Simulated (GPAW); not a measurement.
Entries from a set of simulations; values are calculated unless marked as measured.

```
Quasiparticle gap of TlS (GaSe-type monolayer) in GPAW
1.0
     3.89890    0.00000    0.00000
    -1.94945    3.37655    0.00000
     0.00000    0.00000   15.90000
Tl S
2 2
Direct
  0.33333 0.66667 0.58736
  0.33333 0.66667 0.41264
  0.66667 0.33333 0.66406
  0.66667 0.33333 0.33594
# method: DFT, LDA, plane waves, PAW (and 1 further level or step)
# program: GPAW 26.7.0
# settings: cutoff 450 eV, GPAW PAW setups 1.2.1 data release, 6×6×1 k-mesh, nbands 350
# notes: The structure was relaxed with LDA. Limits: no spin-orbit coupling.
# LDA gap: 1.02 eV, indirect
# G0W0 gap on the mesh: 2.24 eV
# GW settings: 6×6×1 mesh, 158 bands, screening to 48 eV, full frequency, Hilbert transform
# known limits: short of the basis limit; no spin-orbit coupling
```

[Long decimals in the printed logs are rounded to 6 places.]

[Logs are printed without paths, hosts, clocks, repeated set-up lines and the standing remarks that a program may print on its own settings, such as how far it seeks lower states.]

[Paths, hosts, dates, memory and timing lines, banners, echoed tables and standing remarks are left out of the program output; an Ansatz launch command may be rebuilt from the run's recorded settings. Measured values are a selection of at most five: reports struck by readers or far from the other reports are left out. None is set beside runs whose start may be inverted or whose files or cutoffs have a known fault.]

[Runs of the session that timed out or met a known fault of the program may be left out.]

[Hosts, paths, dates, database ids (printed as entryN), source tags and the programs' standing remarks are cut or masked in the printed files.]

[Where the starting crystal was built by hand or by swapping elements, it need not be the compound's stable phase.]
